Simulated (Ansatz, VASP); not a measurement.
# Two plane-wave programs on Ag

File INCAR:

```
PREC = Accurate
ENCUT = 520
EDIFF = 1E-7
ISMEAR = -5
SIGMA = 0.1
LREAL = F
LASPH = T
NELM = 150
ALGO = Normal
ISIF = 2
LWAVE = F
LCHARG = F
LMAXMIX = 4
LDAU = T
LDAUTYPE = 2
LDAUL = 2
LDAUU = 2.3
LDAUJ = 0
LDAUPRINT = 1
GGA = PE
NBANDS = 18
```

The input KPOINTS:

```
regular mesh
0
Gamma
  6 6 4
```

File POSCAR:

```
Ag
1.0
    2.9222991408      0.0000000000      0.0000000000
   -1.4611495704      2.5307852934      0.0000000000
    0.0000000000      0.0000000000      4.7016618100
Ag
2
Direct
    0.3333333333      0.6666666667      0.2500000000
    0.6666666667      0.3333333333      0.7500000000
```

Input for Ansatz:

```yaml
crystal:
  lattice:
    - [2.9222991408, 0.0, 0.0]
    - [-1.4611495704, 2.5307852934, 0.0]
    - [0.0, 0.0, 4.70166181]
  atoms:
    - { symbol: Ag, position: [0.3333333333, 0.6666666667, 0.25] }
    - { symbol: Ag, position: [0.6666666667, 0.3333333333, 0.75] }
basis:
  ecutwfc: 420
kpoints:
  mp_grid: { grid: [6, 6, 4] }
hamiltonian:
  xc: pbe
  hubbard: { sites: [{ species: Ag, l: d, u_eff: 2.3 }] }
scf:
  occupations: { method: tetrahedron_uncorrected }
output:
  forces: true
  stress: true
  eigenvalues: true
```

Alike in both runs: task single point; functional PBE; k mesh 6 × 6 × 4; no spin polarisation; Hubbard terms Ag d U = 2.3 eV.

|  | VASP | Ansatz |
| --- | --- | --- |
| version | VASP 6.6.1 | Ansatz 0.2.0 |
| potentials or method | VASP PAW PBE potentials, release 64 (Ag) | scalar-relativistic, plane waves, PAW |
| plane-wave cutoff (eV) | 520 | 420 |
| occupations | tetrahedron | tetrahedron-uncorrected |
| valence electrons in the cell | 22 | 38 |

|  | VASP | Ansatz | Ansatz less VASP |
| --- | --- | --- | --- |
| gap on the k mesh at the Fermi level (eV) | none | none | - |
| pressure (GPa) | 2.0 | 4.9 | +2.93 |
| largest component of the traceless stress (GPa) | 0.02 | 0.41 | +0.385 |

The programs project onto different local orbitals, so the same U acts differently. A gap of «none» marks a metal or a gap that the smearing closes. The two sets of potentials don't hold the same shells in valence. Ansatz warned: «band_table_not_solved_further».

Caveats: the k mesh is coarse (spacing up to 0.41 Å⁻¹), so the values aren't converged; U without spin polarisation on a metal has little footing; the U is typed as a test and isn't derived for this compound; tetrahedron occupations give inexact forces and stress in metals.
